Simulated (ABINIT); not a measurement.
The system is C.

```
CELL_PARAMETERS angstrom
0.00000 1.78337 1.78337
1.78337 0.00000 1.78337
1.78337 1.78337 0.00000
ATOMIC_POSITIONS crystal
C 0.75000 0.75000 0.75000
C 0.50000 0.50000 0.50000
```

This isn't the form of C at room conditions, which is graphite.

Base run:

```yaml
Program: ABINIT 10.8.3 (patched build)
Functional: LDA
Potentials_or_basis: PseudoDojo NC SR LDA v0.4.1 standard
Cutoff: 1007 eV
k_mesh: 10 × 10 × 10
Occupations: fermi-dirac, width 0.05 eV
Spin: no spin polarisation
```

Its results: band gap on the k mesh 4.18 eV, indirect (least direct gap 5.56 eV); pressure -12.0 GPa.

Problem. The run is repeated on the same cell with these changes: functional from LDA to PBE; potentials or basis from PseudoDojo NC SR LDA v0.4.1 standard to PseudoDojo NC SR PBE v0.4.1 standard. What comes out?

Solution. Band gap on the k mesh 4.23 eV, indirect (least direct gap 5.63 eV); pressure 1.2 GPa.

A k mesh can miss the band edges.
